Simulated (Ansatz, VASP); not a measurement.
Two plane-wave programs on MgI2

Contents of INCAR:

```
PREC = Accurate
ENCUT = 520
EDIFF = 1E-6
ISMEAR = 0
SIGMA = 0.05
LREAL = F
LASPH = T
NELM = 100
ALGO = Normal
ISIF = 2
LWAVE = F
LCHARG = F
GGA = PE
NBANDS = 15
```

File KPOINTS:

```
regular mesh
0
Gamma
  6 6 4
```

Contents of POSCAR:

```
MgI2
1.0
    4.0913946196      0.0000000000      0.0000000000
   -2.0456973098      3.5432516774      0.0000000000
    0.0000000000      0.0000000000      6.6561400000
Mg I
1 2
Direct
    0.0000000000      0.0000000000      0.0000000000
    0.3333333333      0.6666666667      0.7576300000
    0.6666666667      0.3333333333      0.2423700000
```

Input for Ansatz:

```yaml
crystal:
  lattice:
    - [4.0913946196, 0.0, 0.0]
    - [-2.0456973098, 3.5432516774, 0.0]
    - [0.0, 0.0, 6.65614]
  atoms:
    - { symbol: Mg, position: [0.0, 0.0, 0.0] }
    - { symbol: I, position: [0.3333333333, 0.6666666667, 0.75763] }
    - { symbol: I, position: [0.6666666667, 0.3333333333, 0.24237] }
basis:
  ecutwfc: 420
kpoints:
  mp_grid: { grid: [6, 6, 4] }
hamiltonian:
  xc: pbe
scf:
  occupations: { method: gaussian, width: 0.05 }
output:
  forces: true
  stress: true
  eigenvalues: true
```

Change from the starting cell: strain -0.015 along x and y, -0.030 along z, atoms carried along.

Alike in both runs: task single point; functional PBE; k mesh 6 × 6 × 4; occupations gaussian, width 0.05 eV; no spin polarisation.

|  | VASP | Ansatz |
| --- | --- | --- |
| version | VASP 6.6.1 | Ansatz 0.2.0 |
| potentials or method | VASP PAW PBE potentials, release 64 (Mg, I) | scalar-relativistic, plane waves, PAW |
| plane-wave cutoff (eV) | 520 | 420 |
| valence electrons in the cell | 16 | 44 |

VASP gave:

* gap on the k mesh at the Fermi level (eV): 3.45
* least direct gap on the mesh (eV): 3.84
* pressure (GPa): 3.5
* largest component of the traceless stress (GPa): 0.45
* rms of the force components (eV/Å): 0.181

Question: Estimate Ansatz's values.

Answer: gap on the k mesh at the Fermi level (eV): 3.47; least direct gap on the mesh (eV): 3.86; pressure (GPa): 3.5; largest component of the traceless stress (GPa): 0.44; rms of the force components (eV/Å): 0.186.

Atom by atom the forces differ by 0.004 eV/Å (rms over components). The two sets of potentials don't hold the same shells in valence.

Caveats: spin-orbit coupling is left out, which moves the levels of the heavy elements; this functional lacks dispersion, which binds the layers, so the pressure and a relaxed spacing across them are unreliable. A k mesh can miss the band edges.
